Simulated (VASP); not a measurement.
# Si (Fd-3m) in VASP: further runs

One crystal, Si, is run at these levels: PBE; tasks: single point.

All numbers are computed with VASP 6.6.1; they aren't measurements. Logs are shortened: lines on timing, memory, paths and dates and some standing lists are left out, and cuts for length are marked.

### 1 The undisturbed crystal

The structure is cubic, space group Fd-3m (No. 227). Conventional cell: a = 5.444 Å, b = 5.444 Å, c = 5.444 Å, α = 90.00°, β = 90.00°, γ = 90.00°. Si (site symmetry -43m) is surrounded by 4 Si at 2.36 Å.

### 2 Single point, PBE (grid = ENCUT=300 dk=0.45 cell=2x2x2 ISMEAR=0 SIGMA=0.05 LREAL=Auto EDIFF=1e-06)

Input file INCAR:

```
SYSTEM = Si
ALGO = Fast
EDIFF = 1E-6
ENCUT = 300
GGA = PE
ISIF = 2
ISMEAR = 0
LASPH = .TRUE.
LCHARG = .FALSE.
LREAL = Auto
LWAVE = .FALSE.
NBANDS = 40
NELM = 120
PREC = Accurate
SIGMA = 0.05
```

Input file KPOINTS:

```
k-points
0
G
  3 3 3
  0 0 0
```

Input file POSCAR:

```
Si
1.0
    0.0000000000      5.4437023730      5.4437023730
    5.4437023730      0.0000000000      5.4437023730
    5.4437023730      5.4437023730      0.0000000000
Si
16
Direct
    0.2500000000      0.2500000000      0.2500000000
    0.2500000000      0.2500000000      0.7500000000
    0.2500000000      0.7500000000      0.2500000000
    0.2500000000      0.7500000000      0.7500000000
    0.7500000000      0.2500000000      0.2500000000
    0.7500000000      0.2500000000      0.7500000000
    0.7500000000      0.7500000000      0.2500000000
    0.7500000000      0.7500000000      0.7500000000
    0.3750000000      0.3750000000      0.3750000000
    0.3750000000      0.3750000000      0.8750000000
    0.3750000000      0.8750000000      0.3750000000
    0.3750000000      0.8750000000      0.8750000000
    0.8750000000      0.3750000000      0.3750000000
    0.8750000000      0.3750000000      0.8750000000
    0.8750000000      0.8750000000      0.3750000000
    0.8750000000      0.8750000000      0.8750000000
```

Potentials or basis: VASP PAW PBE potentials, release 64 (Si).

On the command line:

```sh
> cat potpaw_PBE.64/Si/POTCAR > POTCAR
> mpirun -np 1 vasp_std > vasp.out
```

OUTCAR:

```text
SYSTEM = Si
   EDIFF = 1E-6
   ENCUT = 300
   GGA = PE
   ISIF = 2
   ISMEAR = 0
   LASPH = .TRUE.
   LREAL = Auto
   NELM = 120
   PREC = Accurate

 Found      4 irreducible k-points:

 Following reciprocal coordinates:
            Coordinates               Weight
  0.000000  0.000000  0.000000      1.000000
  0.333333  0.000000  0.000000      8.000000
  0.333333  0.333333  0.000000      6.000000
 -0.333333  0.333333  0.000000     12.000000
   k-points           NKPTS =      4   k-points in BZ     NKDIM =      4   number of bands    NBANDS=     40
   number of dos      NEDOS =    301   number of ions     NIONS =     16
   total plane-waves  NPLWV = 110592
   dimension x,y,z NGX =    48 NGY =   48 NGZ =   48
   dimension x,y,z NGXF=    96 NGYF=   96 NGZF=   96
   ions per type =              16
   NGX,Y,Z   is equivalent  to a cutoff of  10.37, 10.37, 10.37 a.u.
   NGXF,Y,Z  is equivalent  to a cutoff of  20.73, 20.73, 20.73 a.u.
 SYSTEM =  Si
   PREC   = accura    normal or accurate (medium, high low for compatibility)
   ISTART =      0    job   : 0-new  1-cont  2-samecut
   ICHARG =      2    charge: 1-file 2-atom 10-const
   ISPIN  =      1    spin polarized calculation?
   LNONCOLLINEAR =      F non collinear calculations
   LSORBIT =      F    spin-orbit coupling
   LASPH  =      T    aspherical Exc in radial PAW
   ENCUT  =  300.0 eV  22.05 Ry    4.70 a.u.  10.87 10.87 10.87*2*pi/ulx,y,z
   NELM   =    120;   NELMIN=  2; NELMDL= -5     # of ELM steps
   EDIFF  = 0.1E-05   stopping-criterion for ELM
   LREAL  =      T    real-space projection
   EDIFFG = 0.1E-04   stopping-criterion for IOM
   NSW    =      0    number of steps for IOM
   IBRION =     -1    ionic relax: 0-MD 1-quasi-New 2-CG
   NFREE  =      0    steps in history (QN), initial steepest desc. (CG)
   ISIF   =      2    stress and relaxation
   ISYM   =      2    0-nonsym 1-usesym 2-fastsym
   POTIM  = 0.5000    time-step for ionic-motion
   TEBEG  =    0.0;   TEEND  =   0.0 temperature during run
   PSTRESS=    0.0 pullay stress
   NELECT =      64.0000    total number of electrons
   NUPDOWN=      -1.0000    fix difference up-down
   EMIN   =  10.00;   EMAX   =-10.00  energy-range for DOS
   EFERMI =   0.00;   METHOD = LEGACY
   ISMEAR =     0;   SIGMA  =   0.05  broadening in eV -4-tet -1-fermi 0-gaus
   EFERMI_NEDOS =   21; number of points for ismear=-14 and -15
   IALGO  =     68    algorithm
   IMIX   =      4    mixing-type and parameters
     AMIX     =   0.40;   BMIX     =  1.00
     AMIX_MAG =   1.60;   BMIX_MAG =  1.00
  volume/ion in A,a.u.               =      20.16       136.08
  Fermi-wavevector in a.u.,A,eV,Ry     =   0.954766  1.804247 12.402783  0.911579
  Thomas-Fermi vector in A             =   2.083543
   LORBIT       =      0    0 simple, 1 ext, 2 COOP (PROOUT), +10 PAW based schemes
   GGA     = PE    functional components
   LHFCALC =     F    Hartree Fock is set to
   AEXX    =    0.0000 exact exchange contribution
   IVDW    =     0    specifies the selected vdW correction
   LEPSILON=     F    determine dielectric tensor
   LRPA    =     F    only Hartree local field effects (RPA)
 non-spin polarized calculation
 RMM-DIIS sequential band-by-band and
 Gauss-broadening in eV      SIGMA  =   0.05
  energy-cutoff  :      300.00
  volume of cell :      322.64
 maximum number of plane-waves:      3839
 NGX is ok and might be reduce to    48
   NGX = 21   NGY = 21   NGZ = 21

 number of electron      63.9999991 magnetization

 Free energy of the ion-electron system (eV)
  ---------------------------------------------------
  ext. energy  EPLUGINS =         0.00000000
  ---------------------------------------------------
  free energy    TOTEN  =       -86.54838059 eV

  energy without entropy =      -86.54838059  energy(sigma->0) =      -86.54838059

 E-fermi :   6.0188     XC(G=0):  -9.3767

 val. band max:        5.7626745033   @ k =   0.0000   0.0000   0.0000
 cond. band min:       6.4876580839   @ k =   0.0000   0.0000   0.0000
 fundamental gap:      0.7249835806
 Fermi energy:         6.0188243170

 k-point     1 :       0.0000    0.0000    0.0000
  band No.  band energies     occupation
      1      -6.1486      2.00000
      2      -3.8344      2.00000
      3      -3.8344      2.00000
      4      -3.8344      2.00000
      5      -3.8344      2.00000
      6      -2.0292      2.00000
[... 32 lines left out ...]
     39       7.2793      0.00000
     40       7.2793      0.00000

 k-point     2 :       0.3333    0.0000    0.0000
  band No.  band energies     occupation
      1      -5.7894      2.00000
      2      -4.7805      2.00000
      3      -3.6749      2.00000
      4      -3.6749      2.00000
      5      -3.6749      2.00000
      6      -3.0996      2.00000
[... 32 lines left out ...]
     39       7.8071      0.00000
     40       8.0948      0.00000

 k-point     3 :       0.3333    0.3333    0.0000
  band No.  band energies     occupation
      1      -5.6672      2.00000
      2      -4.2555      2.00000
      3      -4.0565      2.00000
      4      -4.0565      2.00000
      5      -4.0565      2.00000
      6      -4.0565      2.00000
[... 32 lines left out ...]
     39       8.2116      0.00000
     40       8.5149      0.00000

 k-point     4 :      -0.3333    0.3333    0.0000
  band No.  band energies     occupation
      1      -5.2048      2.00000
      2      -4.8570      2.00000
      3      -4.8570      2.00000
      4      -3.8734      2.00000
      5      -3.8734      2.00000
      6      -2.9065      2.00000
[... 32 lines left out ...]
     39       9.1353      0.00000
     40       9.1863      0.00000

------------------------ aborting loop because EDIFF is reached ----------------------------------------

  FORCE on cell =-STRESS in cart. coord.  units (eV):
  Direction    XX          YY          ZZ          XY          YZ          ZX
  --------------------------------------------------------------------------------------
  -------------------------------------------------------------------------------------
  Total        2.4324208      2.4324208      2.4324208      0.0000000      0.0000000     -0.0000000
  in kB       12.0791444     12.0791444     12.0791444      0.0000000      0.0000000     -0.0000000
  external PRESSURE =      12.0791444 kB  Pullay stress =       0.0000000 kB

 VOLUME and BASIS-vectors are now :
 -----------------------------------------------------------------------------
  energy-cutoff  :      300.00
  volume of cell :      322.64
      direct lattice vectors                 reciprocal lattice vectors
     0.000000000  5.443702373  5.443702373    -0.091849254  0.091849254  0.091849254
     5.443702373  0.000000000  5.443702373     0.091849254 -0.091849254  0.091849254
     5.443702373  5.443702373  0.000000000     0.091849254  0.091849254 -0.091849254

 POSITION                                       TOTAL-FORCE (eV/Angst)
 -----------------------------------------------------------------------------------
      2.72185      2.72185      2.72185        -0.000000     -0.000000     -0.000000
      5.44370      5.44370      2.72185         0.000000     -0.000000     -0.000000
      5.44370      2.72185      5.44370         0.000000     -0.000000     -0.000000
      8.16555      5.44370      5.44370        -0.000000     -0.000000     -0.000000
      2.72185      5.44370      5.44370        -0.000000      0.000000     -0.000000
      5.44370      8.16555      5.44370         0.000000     -0.000000     -0.000000
[... 8 lines left out ...]
      6.80463      6.80463      9.52648        -0.000000      0.000000      0.000000
      9.52648      9.52648      9.52648        -0.000000      0.000000      0.000000
 -----------------------------------------------------------------------------------
    total drift:                               -0.000000      0.000000     -0.000000

  FREE ENERGIE OF THE ION-ELECTRON SYSTEM (eV)
  ---------------------------------------------------
  free  energy   TOTEN  =       -86.5483805867 eV

  energy  without entropy=      -86.5483805867  energy(sigma->0) =      -86.54838059
```

Run time: 85 s. Hardware: 1 thread of AMD EPYC 7R43 (Zen 3), shared host; peak memory 0.27 GiB.

These settings aren't checked as converged: the numbers below hold their error.

Results:

| Item | Value |
| --- | --- |
| Free energy | -86.5484 eV |
| Pressure | 1.2 GPa |
| Band gap on the k mesh | 0.73 eV |

Caveat: the cutoff is under 1.25 times the usual one of these potentials, so pressure, stress and relaxed cells hold a basis-set (Pulay) error; an odd mesh through Γ misses points on the zone boundary, where band edges often lie.

### 3 Single point, PBE (grid = ENCUT=350 dk=0.45 cell=2x2x2 ISMEAR=0 SIGMA=0.05 LREAL=Auto EDIFF=1e-06)

Edit INCAR of step 2 so:

```diff
@@ -3,3 +3,3 @@
 EDIFF = 1E-6
-ENCUT = 300
+ENCUT = 350
 GGA = PE
```

KPOINTS is that of step 2.

POSCAR is that of step 2.

Potentials or basis: VASP PAW PBE potentials, release 64 (Si).

On the command line:

```sh
> cat potpaw_PBE.64/Si/POTCAR > POTCAR
> mpirun -np 1 vasp_std > vasp.out
```

OUTCAR:

```text
SYSTEM = Si
   EDIFF = 1E-6
   ENCUT = 350
   GGA = PE
   ISIF = 2
   ISMEAR = 0
   LASPH = .TRUE.
   LREAL = Auto
   NELM = 120
   PREC = Accurate

 Found      4 irreducible k-points:

 Following reciprocal coordinates:
            Coordinates               Weight
  0.000000  0.000000  0.000000      1.000000
  0.333333  0.000000  0.000000      8.000000
  0.333333  0.333333  0.000000      6.000000
 -0.333333  0.333333  0.000000     12.000000
   k-points           NKPTS =      4   k-points in BZ     NKDIM =      4   number of bands    NBANDS=     40
   number of dos      NEDOS =    301   number of ions     NIONS =     16
   total plane-waves  NPLWV = 110592
   dimension x,y,z NGX =    48 NGY =   48 NGZ =   48
   dimension x,y,z NGXF=    96 NGYF=   96 NGZF=   96
   ions per type =              16
   NGX,Y,Z   is equivalent  to a cutoff of  10.37, 10.37, 10.37 a.u.
   NGXF,Y,Z  is equivalent  to a cutoff of  20.73, 20.73, 20.73 a.u.
 SYSTEM =  Si
   PREC   = accura    normal or accurate (medium, high low for compatibility)
   ISTART =      0    job   : 0-new  1-cont  2-samecut
   ICHARG =      2    charge: 1-file 2-atom 10-const
   ISPIN  =      1    spin polarized calculation?
   LNONCOLLINEAR =      F non collinear calculations
[... 63 lines left out ...]
      1      -6.1484      2.00000
      2      -3.8345      2.00000
      3      -3.8345      2.00000
      4      -3.8345      2.00000
      5      -3.8345      2.00000
      6      -2.0292      2.00000
[... 161 lines left out ...]
     39       9.1263      0.00000
     40       9.2161      0.00000

------------------------ aborting loop because EDIFF is reached ----------------------------------------

  FORCE on cell =-STRESS in cart. coord.  units (eV):
  Direction    XX          YY          ZZ          XY          YZ          ZX
  --------------------------------------------------------------------------------------
  -------------------------------------------------------------------------------------
  Total        2.6052969      2.6052969      2.6052969      0.0000000      0.0000000      0.0000000
  in kB       12.9376291     12.9376291     12.9376291      0.0000000      0.0000000      0.0000000
  external PRESSURE =      12.9376291 kB  Pullay stress =       0.0000000 kB

 VOLUME and BASIS-vectors are now :
 -----------------------------------------------------------------------------
  energy-cutoff  :      350.00
  volume of cell :      322.64
      direct lattice vectors                 reciprocal lattice vectors
     0.000000000  5.443702373  5.443702373    -0.091849254  0.091849254  0.091849254
     5.443702373  0.000000000  5.443702373     0.091849254 -0.091849254  0.091849254
     5.443702373  5.443702373  0.000000000     0.091849254  0.091849254 -0.091849254

 POSITION                                       TOTAL-FORCE (eV/Angst)
 -----------------------------------------------------------------------------------
      2.72185      2.72185      2.72185        -0.000000      0.000000     -0.000000
      5.44370      5.44370      2.72185        -0.000000     -0.000000     -0.000000
      5.44370      2.72185      5.44370        -0.000000      0.000000     -0.000000
      8.16555      5.44370      5.44370        -0.000000     -0.000000     -0.000000
      2.72185      5.44370      5.44370        -0.000000      0.000000     -0.000000
      5.44370      8.16555      5.44370        -0.000000     -0.000000     -0.000000
[... 8 lines left out ...]
      6.80463      6.80463      9.52648         0.000000      0.000000      0.000000
      9.52648      9.52648      9.52648         0.000000     -0.000000      0.000000
 -----------------------------------------------------------------------------------
    total drift:                               -0.000000      0.000000     -0.000000

  FREE ENERGIE OF THE ION-ELECTRON SYSTEM (eV)
  ---------------------------------------------------
  free  energy   TOTEN  =       -86.5808043823 eV

  energy  without entropy=      -86.5808043823  energy(sigma->0) =      -86.58080438
```

stdout:

```text
POSCAR found type information on POSCAR Si
 POSCAR found :  1 types and      16 ions
 scaLAPACK will be used
 LDA part: xc-table for (Slater+PW92), standard interpolation
 POSCAR, INCAR and KPOINTS ok, starting setup
 FFT: planning ... GRIDC
 FFT: planning ... GRID_SOFT
 FFT: planning ... GRID
 WAVECAR not read
 entering main loop
```

Wall time 83 s (1 thread of AMD EPYC 7R43 (Zen 3), shared host); peak memory 0.27 GiB.

The run converged, but some of its settings lie outside the range that counts as converged, so its numbers aren't taken as properties of the crystal.

What came out:

```
Free energy            : -86.5808 eV
Pressure               : 1.3 GPa
Band gap on the k mesh : 0.72 eV
```

Caveat: an odd mesh through Γ misses points on the zone boundary, where band edges often lie.
